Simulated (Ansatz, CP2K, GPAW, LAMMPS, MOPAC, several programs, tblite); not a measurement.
**Many methods on one cell: NaCl (CsCl type)**

NaCl built on the CsCl prototype, relaxed with r2SCAN in Ansatz, was computed with several methods. Space group Pm-3m (No. 221), cubic; a = 3.460 Å in the conventional setting, 20.70 Å³ an atom. Na has 8 Cl at 3.00 Å; Cl has 8 Na at 3.00 Å. These are computed values for a spin-unpolarised cell that may be hypothetical; none is a measurement.

```cif
data_structure
_symmetry_space_group_name_H-M 'Pm-3m'
_symmetry_Int_Tables_number 221
_cell_length_a 3.4595
_cell_length_b 3.4595
_cell_length_c 3.4595
_cell_angle_alpha 90.000
_cell_angle_beta 90.000
_cell_angle_gamma 90.000
_cell_volume 41.41
loop_
_atom_site_label
_atom_site_type_symbol
_atom_site_symmetry_multiplicity
_atom_site_Wyckoff_symbol
_atom_site_fract_x
_atom_site_fract_y
_atom_site_fract_z
_atom_site_occupancy
Na1 Na 1 a 0.00000 0.00000 0.00000 1
Cl1 Cl 1 b 0.50000 0.50000 0.50000 1
```

Gaps and times are for a single point on this cell; volume and bulk modulus come from each method's own relaxation or energy curve at fixed shape. Times are rough, from shared hosts (Arm Neoverse V1), and each method has its own mesh and cell size. A star marks a curve whose lowest point is an end point. PM6 (MOPAC), PM7 (MOPAC), GFN1-xTB (tblite), GFN2-xTB (tblite) treat a cluster of cells at its zone centre, which samples few k points: where these miss a band edge, the gap comes out too large for that reason alone. Gaps from k meshes are read at a limited set of points (mesh, symmetry points, PBE's band edges), so each method's own least gap may be somewhat smaller. Force fields have no electrons; where one was fitted to this phase, its volume and modulus reflect the fit. xTB and the PM methods were fitted mostly to molecules, and can miss a solid's gap by electronvolts. Minimal bases can be far off for gaps. GLLB-SC's gap includes the derivative discontinuity. d marks a direct gap, i an indirect one (no mark: not told apart), a dash a value that wasn't computed or didn't pass its checks.

```tsv
method	kind	gap (eV)	own volume (Å³/atom)	bulk modulus (GPa)	atoms computed	processor time
ffield.eim (LAMMPS)	force field	–	–	–	2	0.13 s
light PBE (260 eV, its own mesh)	light plane-wave	4.09 i	–	–	2	0.58 s
PBE	semilocal	4.10 i	21.56	26	2	1.6 s
GFN1-xTB (tblite)	tight binding	4.40	19.23	31	54	3.4 s
PM7 (MOPAC)	semi-empirical	13.55	18.63*	–	54	4 s
r2SCAN	semilocal	4.92 i	20.70	29	2	4.2 s
PM6 (MOPAC)	semi-empirical	10.64	–	–	54	4.6 s
GFN2-xTB (tblite)	tight binding	4.27	21.53	21	54	5.3 s
PBE/SZV (CP2K)	small basis	3.31 i	–	–	2	5.7 s
GLLB-SC (GPAW)	model potential	8.12	–	–	2	6.3 s
PBE/DZVP (CP2K)	small basis	4.05 i	–	–	2	6.7 s
PBE/single zeta (GPAW)	small basis	3.90 i	–	–	2	25 s
```

Against r2SCAN (4.92 eV) the nearest gap at the points sampled is that of GFN1-xTB (tblite) (-0.52 eV) and the farthest that of PM7 (MOPAC) (+8.63 eV). r2SCAN is only a yardstick of convenience: semilocal gaps usually lie below measured ones, which GLLB-SC and hybrids aim to mend.

Volumes against r2SCAN's: PBE +4.1 %, GFN1-xTB (tblite) -7.1 %, GFN2-xTB (tblite) +4.0 %.
